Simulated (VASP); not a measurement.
KI:

```
CELL_PARAMETERS angstrom
0.00000 3.53277 3.53277
3.53277 0.00000 3.53277
3.53277 3.53277 0.00000
ATOMIC_POSITIONS crystal
I 0.50000 0.50000 0.50000
K 0.00000 0.00000 0.00000
```

Base run:

```yaml
Program: VASP 6.6.1
Functional: PBE0(alpha)
Potentials_or_basis: VASP PAW PBE potentials, release 64 (I, K_sv)
Cutoff: 520 eV
k_mesh: 4 × 4 × 4
Occupations: fermi-dirac, width 0.05 eV
Spin: no spin polarisation
```

Its results: band gap on the k mesh 7.39 eV, direct; pressure 0.1 GPa.

**Question.** The run is repeated on the same cell with these changes: share of exact exchange from 0.5 to 0.3. What comes out?

**Answer.** Band gap on the k mesh 5.99 eV, direct; pressure 0.3 GPa.

Caveats: the PAW data sets were made with another functional, which shifts forces and pressure a little; spin-orbit coupling is left out, which moves the levels of the heavy elements.

